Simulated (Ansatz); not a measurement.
Input file:

```yaml
crystal:
  lattice:
    - [5.653985, 0.0, 0.0]
    - [-2.826992, 4.896495, 0.0]
    - [0.0, 0.0, 18.705904]
  atoms:
    - { symbol: Ba, position: [0.0, 0.0, 0.0534591] }
    - { symbol: Ti, position: [0.33333329, 0.66666664, 0.1106588] }
    - { symbol: O, position: [0.49719994, 0.99439996, 0.058552] }
    - { symbol: O, position: [0.00559997, 0.5028, 0.058552] }
    - { symbol: O, position: [0.49719997, 0.50279997, 0.058552] }
    - { symbol: Ba, position: [0.66737191, 0.3255539, 0.15780882] }
    - { symbol: Ti, position: [-0.01560538, -0.03670691, 0.24102714] }
    - { symbol: O, position: [0.14626287, 0.2844198, 0.19033575] }
    - { symbol: O, position: [0.65192909, 0.77222003, 0.19821226] }
    - { symbol: O, position: [0.13779846, 0.79598212, 0.19306647] }
    - { symbol: Ba, position: [0.32588914, 0.63810971, 0.29553465] }
    - { symbol: Ti, position: [0.64341764, 0.27315722, 0.35337963] }
    - { symbol: O, position: [0.85757471, 0.62185478, 0.31592869] }
    - { symbol: O, position: [0.32584195, 0.1636392, 0.31720399] }
    - { symbol: O, position: [0.79773046, 0.09156007, 0.32114337] }
basis:
  ecutwfc: 420.0
kpoints:
  mp_grid: { grid: [2, 2, 1] }
hamiltonian:
  xc: pbe
  dispersion: d3bj
  pseudopotentials: { kind: paw, azcp: { folder: soft_1 } }
scf:
  occupations: { method: fermi_dirac, width: 0.05 }
  lower_state_search: "off"
md:
  timestep: 1
  n_steps: 210
  ensemble: nvt_langevin
  temperature: 600.0
  initial_velocities: maxwell_boltzmann
  seed: 197921
  friction: 0.005
  constraints: [{ sites: [0, 1, 2, 3, 4] }]
```

Launched with:

```bash
$ ansatz run input.yaml --threads 1 --pin off --max-ram 3072MiB --backend cpu --events-out ev --progress --plain --runs-dir out
```

Hardware: 1 thread of Intel(R) Xeon(R) Platinum 8488C (Sapphire Rapids), on a shared host.

Task: Roughly how long does this run take, and how much memory?

Result: 23 min, with a peak of 0.89 GiB, for 211 ionic steps.
